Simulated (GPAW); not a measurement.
AgCl (Chlorargyrite):

```
Ag Cl
1.0
     0.00000    2.73500    2.73500
     2.73500    0.00000    2.73500
     2.73500    2.73500    0.00000
Ag Cl
1 1
Direct
  0.00000 0.00000 0.00000
  0.50000 0.50000 0.50000
```

Base run:

```yaml
Program: GPAW 26.7.0
Functional: PBEsol
Potentials_or_basis: PAW data sets generated in the run's folder for this functional
Cutoff: 600 eV
Basis: pw
k_mesh: 8 × 8 × 8
Occupations: fermi-dirac, width 0.05 eV
Spin: no spin polarisation
```

Its results: band gap on the k mesh 0.70 eV, indirect (least direct gap 3.17 eV); pressure -0.6 GPa.

Problem. The run is repeated on the same cell with these changes: functional from PBEsol to LDA; potentials or basis from PAW data sets generated in the run's folder for this functional to the program's PAW data sets (release 1.2.1) made for this functional. What comes out?

Solution. Band gap on the k mesh 0.60 eV, indirect (least direct gap 3.08 eV); pressure -3.7 GPa.
